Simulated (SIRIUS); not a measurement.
Runs of SIRIUS 7.12.0 on Ir. Symmetry: Fm-3m, No. 225, cubic system. The conventional cell has a = 3.831 Å, b = 3.831 Å, c = 3.831 Å, α = 90.00°, β = 90.00°, γ = 90.00°. Ir (site symmetry m-3m) has 12 Ir at 2.71 Å as nearest neighbours. 

```csv
task,level,potentials or basis,cutoff (eV),smearing,muffin tin radii,basis cutoff (gk_cutoff),valence relativity,local orbitals (radial functions),smallest sphere radius times basis cutoff,V0 of scaled cells (Å³/atom),B0 (GPa)
equation of state,PBEsol,"all-electron FP-LAPW, apw+lo standard",190,fermi-dirac 0.05 eV,Ir 2.46 bohr,3.74 1/bohr,iora,Ir 17,9.2,(d),(c)
equation of state,LDA,"all-electron FP-LAPW, apw+lo standard",190,gaussian 0.1 eV,Ir 2.46 bohr,3.74 1/bohr,iora,Ir 17,9.2,13.82,(a)
equation of state,WC,"all-electron FP-LAPW, apw+lo standard",190,fermi-dirac 0.05 eV,Ir 2.46 bohr,3.74 1/bohr,iora,Ir 17,9.2,14.15,379
equation of state,PBE,"all-electron FP-LAPW, apw+lo standard",190,fermi-dirac 0.05 eV,Ir 2.46 bohr,3.74 1/bohr,iora,Ir 17,9.2,14.48,348
equation of state,PBE+D3(BJ),"all-electron FP-LAPW, apw+lo standard",190,fermi-dirac 0.05 eV,Ir 2.46 bohr,3.74 1/bohr,iora,-,-,14.14,374
equation of state,AM05,"all-electron FP-LAPW, apw+lo standard",190,fermi-dirac 0.05 eV,Ir 2.46 bohr,3.74 1/bohr,iora,Ir 17,9.2,13.92,393
equation of state,PBE+D3,"all-electron FP-LAPW, apw+lo standard",190,fermi-dirac 0.05 eV,Ir 2.46 bohr,3.74 1/bohr,iora,-,-,(b),377
equation of state,LDA,"all-electron FP-LAPW, apw+lo standard",190,fermi-dirac 0.05 eV,Ir 2.46 bohr,3.74 1/bohr,iora,Ir 17,9.2,13.82,405
equation of state,PBE+D4,"all-electron FP-LAPW, apw+lo standard",190,fermi-dirac 0.05 eV,Ir 2.46 bohr,3.74 1/bohr,iora,-,-,14.11,379
```

Alike in all rows: no spin polarisation; cell as given; k mesh 12 × 12 × 12.

**Question.** Fill in the values left out.

**Answer.** (a) 406; (b) 14.09; (c) 387; (d) 14.03.

Not every run made on this cell is shown here.
